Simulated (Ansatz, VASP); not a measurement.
One calculation of SiO2, two programs

INCAR

```
PREC = Accurate
ENCUT = 520
EDIFF = 1E-6
ISMEAR = 0
SIGMA = 0.02
LREAL = F
LASPH = T
NELM = 60
ALGO = Normal
ISIF = 2
LWAVE = F
LCHARG = F
GGA = PE
NBANDS = 34
```

The input KPOINTS:

```
regular mesh
0
Gamma
  6 6 4
```

File POSCAR:

```
SiO2
1.0
    5.1053779309      0.0000000000      0.0000000000
   -2.5526889655      4.4213869841      0.0000000000
    0.0000000000      0.0000000000      5.5850467960
Si O
3 6
Direct
    0.0000000000      0.5000000000      0.3333333333
    0.5000000000      0.5000000000      0.6666666667
    0.5000000000      0.0000000000      0.0000000000
    0.5839605948      0.7919802974      0.8333333333
    0.7919802974      0.5839605948      0.5000000000
    0.7919802974      0.2080197026      0.1666666667
    0.4160394052      0.2080197026      0.8333333333
    0.2080197026      0.4160394052      0.5000000000
    0.2080197026      0.7919802974      0.1666666667
```

Input for Ansatz:

```yaml
crystal:
  lattice:
    - [5.1053779309, 0.0, 0.0]
    - [-2.5526889655, 4.4213869841, 0.0]
    - [0.0, 0.0, 5.585046796]
  atoms:
    - { symbol: Si, position: [0.0, 0.5, 0.3333333333] }
    - { symbol: Si, position: [0.5, 0.5, 0.6666666667] }
    - { symbol: Si, position: [0.5, 0.0, 0.0] }
    - { symbol: O, position: [0.5839605948, 0.7919802974, 0.8333333333] }
    - { symbol: O, position: [0.7919802974, 0.5839605948, 0.5] }
    - { symbol: O, position: [0.7919802974, 0.2080197026, 0.1666666667] }
    - { symbol: O, position: [0.4160394052, 0.2080197026, 0.8333333333] }
    - { symbol: O, position: [0.2080197026, 0.4160394052, 0.5] }
    - { symbol: O, position: [0.2080197026, 0.7919802974, 0.1666666667] }
basis:
  ecutwfc: 420
kpoints:
  mp_grid: { grid: [6, 6, 4] }
  band_path: { path: [VBM, CBM], npoints: 2 }
hamiltonian:
  xc: pbe
scf:
  occupations: { method: gaussian, width: 0.02 }
output:
  forces: true
  stress: true
  eigenvalues: true
checkpoint:
  read: start.run
  write: ck
  compress: false
  write_wavefunctions: false
  write_every: 100000
```

Alike in both runs: task single point; functional PBE; k mesh 6 × 6 × 4; occupations gaussian, width 0.02 eV; no spin polarisation.

|  | VASP | Ansatz |
| --- | --- | --- |
| version | VASP 6.6.1 | Ansatz 0.2.0 |
| potentials or method | VASP PAW PBE potentials, release 64 (Si, O) | scalar-relativistic, plane waves, PAW |
| plane-wave cutoff (eV) | 520 | 420 |
| valence electrons in the cell | 48 | 48 |

```tsv
	VASP	Ansatz	Ansatz less VASP
gap on the k mesh at the Fermi level (eV)	5.55	5.55	+0.002
least direct gap on the mesh (eV)	5.73	5.73	-0.001
pressure (GPa)	0.1	0.0	-0.08
rms of the force components (eV/Å)	0.006	0.000	-0.0057
```

Atom by atom the forces differ by 0.006 eV/Å (rms over components).

A k mesh can miss the band edges.
